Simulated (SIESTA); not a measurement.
Crystal: Ag.

```
Ag
1.0
     0.00000    2.04275    2.04275
     2.04275    0.00000    2.04275
     2.04275    2.04275    0.00000
Ag
1
Direct
  0.00000 0.00000 0.00000
```

Base run:

```yaml
Program: SIESTA 5.4.2
Functional: APBE
Potentials_or_basis: PseudoDojo 0.4 standard (PBE files)
Basis: DZP (energy shift 0.002 Ry)
Grid_cutoff: 800 Ry
Energy_shift: 0.002 Ry
k_mesh: 11 × 11 × 11
Occupations: fermi-dirac, width 0.05 eV
Spin: no spin polarisation
```

Its results: band gap on the k mesh none (metal or under the smearing width); pressure 8.0 GPa.

Question: The run is repeated on the same cell with these changes: functional from APBE to RPBE. What comes out?

Answer: Band gap on the k mesh none (metal or under the smearing width); pressure 9.7 GPa.

Caveats: semicore shells carry a single zeta, which can move pressures by several GPa and volumes by a few percent; the potentials were made for another functional, which shifts forces and pressure; the basis of atomic orbitals isn't converged, which shifts pressures, moduli and gaps.
